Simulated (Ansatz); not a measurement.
# Relaxing Hg

All numbers below come from DFT r2SCAN, scalar-relativistic, plane waves, PAW in Ansatz 0.2.0.

The start is a database structure of Hg, space group C2/m (No. 12).

Input of the last, converged step (default PAW datasets):

```yaml
crystal:
  lattice:
    - [2.9511092798, -1.7659441917, -0.0285478937]
    - [2.9511092798, 1.7659441917, -0.0285478937]
    - [-2.0505902134, 0.0, 8.0340299512]
  atoms:
    - { symbol: Hg, position: [0.7662236739, 0.7662236739, 0.3352705336] }
    - { symbol: Hg, position: [0.2337763261, 0.2337763261, 0.6647294664] }
    - { symbol: Hg, position: [0.0, 0.0, 0.0] }
basis:
  ecutwfc: 500
kpoints:
  mp_grid: { grid: [16, 16, 6] }
hamiltonian:
  xc: r2scan
scf:
  occupations: { method: gaussian, width: 0.1 }
output:
  forces: true
  stress: true
  eigenvalues: true
relax:
  adjacent_minimum: "off"
  f_tol: 0.01
  max_steps: 80
  cell: { stress_tol: 0.05 }
```

It can be run as:

```bash
ansatz run input.yaml --threads 4 --pin off --backend cpu --events-out ev --progress --plain --runs-dir out  # memory cap (--max-ram) not shown
```

The program printed at the end:

```
SCF converged after 6 iterations
Free energy (F): -41483.465301 eV
Harris-Foulkes:  -41483.465301 eV  (|F-HF|=0.00e0)
Internal energy: -41483.463737 eV  (E = F + TS)
E sigma→0 (E₀):  -41483.464519 eV
Entropy (-TS):   -0.001563 eV (-0.521 meV/atom)
Fermi energy:    11.464219 eV
--- Per-component energies (eV) ---
  E_band       = -1381.674224
  E_kinetic    = 1816.249765
  E_local      = -8272.001706  (includes V_loc(G=0)·N_el)
  E_nonlocal   = 222.598510
  E_hartree    = 3525.932651
  E_xc         = -624.910160
  E_vxc        = -870.520996  (∫ρ·V_xc dr)
  E_paw        = -29918.125869  (= ΣΔE_a)
  E_vpaw       = -1390.823786  (= ΣTr[D̂ρ^β])
  E_aug_tail   = 0.001142  (compensation charges beyond the density's cutoff)
  E_vtau       = 60.957859  (kinetic-family band-sum trace: ∫τ·v_τ [+ j·A + Jᵃ·Aᵃ] dr)
  E_ewald      = -8232.761288
  E_core_change = -0.446783  (= ΣΔE_core)
  E_smearing   = -0.001563  (= −TS)
  E_closure    =  0.000000  (closes the sum)
  Σ components = -41483.465301   (vs F -41483.465301, Δ=0.00e0)
--- Forces (eV/Å), atoms counted from 1 ---
  atom   1  Hg    -0.00101916     0.00000000    -0.00030018
  atom   2  Hg     0.00101916     0.00000000     0.00030018
  atom   3  Hg     0.00000000     0.00000000     0.00000000
  max |Σ_I F_I| component: 0.00e0 eV/Å
--- Stress (GPa, compression-positive) ---
       -0.018981       0.000000      -0.021696
        0.000000       0.013413       0.000000
       -0.021696       0.000000      -0.009175
  P = ⅓ Tr σ = -0.0049 GPa (-0.049 kbar)
--- Relaxed structure (5 steps of the walk, 4 accepted, 1 SCFs on fresh bases) ---
  F+E_penalty+E_count = -41483.46530075 eV   max|allowed force component| = 1.019e-3 eV/Å   (the final SCF, on the basis selected at the relaxed cell)
  cell:  # Å, volume = 83.4570 Å³
    - [2.929048, -1.753964, -0.043129]
    - [2.929048, 1.753964, -0.043129]
    - [-2.073806, 0.000000, 8.152957]
  atoms:
    - { symbol: Hg, position: [0.763524, 0.763524, 0.335468] }
    - { symbol: Hg, position: [0.236476, 0.236476, 0.664532] }
    - { symbol: Hg, position: [0.000000, 0.000000, 0.000000] }
```

Absolute energies hang on the potentials; compare differences alone.

The result has space group C2/m (No. 12). Hg on Wyckoff site i (2 atoms of the primitive cell) is coordinated by 12 Hg at 3.32–3.51 Å; Hg on Wyckoff site a (1 atom of the primitive cell) has 12 Hg at 3.34–3.51 Å.

Spin–orbit coupling is left out.

Symmetry constrained the relaxation, so the result can be a saddle point.